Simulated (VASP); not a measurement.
## VASP inputs for InAs (zincblende)

INCAR

```
PREC = Accurate
IBRION = -1
NELM = 120
LREAL = .FALSE.
ENCUT = 520
LWAVE = .FALSE.
SIGMA = 0.02
LCHARG = .FALSE.
ISMEAR = -1
NBANDS = 16
LASPH = .TRUE.
ISIF = 2
GGA = CA
NSW = 0
EDIFF = 1E-7
```

KPOINTS

```
KPOINTS created by Atomic Simulation Environment
0
Gamma
8 8 8
0 0 0
```

KPOINTS_OPT

```
special points
6
Reciprocal
0.0000000000 0.0000000000 0.0000000000 1
0.5000000000 0.0000000000 0.5000000000 1
0.5000000000 0.2500000000 0.7500000000 1
0.3750000000 0.3750000000 0.7500000000 1
0.5000000000 0.5000000000 0.5000000000 1
0.6250000000 0.2500000000 0.6250000000 1
```

POSCAR

```
In As
 1.0000000000000000
     0.0000000000000000    3.0545904682624379    3.0545904682624379
     3.0545904682624379    0.0000000000000000    3.0545904682624379
     3.0545904682624379    3.0545904682624379    0.0000000000000000
 In  As
   1   1
Cartesian
  0.0000000000000000  0.0000000000000000 -0.0000000000000000
  1.5272952341312187  1.5272952341312187  1.5272952341312187
```

VASP ran with the recommended LDA PAW datasets (18 valence electrons in the cell).

**Question.** Predict the results.

**Answer.** gap between bands v and c 0.00 eV; least direct gap 0.00 eV; pressure -2.1 GPa.

Band v is the last that the valence electrons fill when counted band by band, and c is the next. Levels in eV from the top of v:

| point | v−1 | v | c | c+1 |
| --- | --- | --- | --- | --- |
| Γ | 0.00 | 0.00 | 0.00 | 3.81 |
| X | -2.25 | -2.25 | 1.47 | 1.95 |
| W | -2.86 | -2.78 | 4.00 | 4.19 |
| K | -3.17 | -1.88 | 2.00 | 4.11 |
| L | -0.96 | -0.96 | 0.74 | 4.59 |
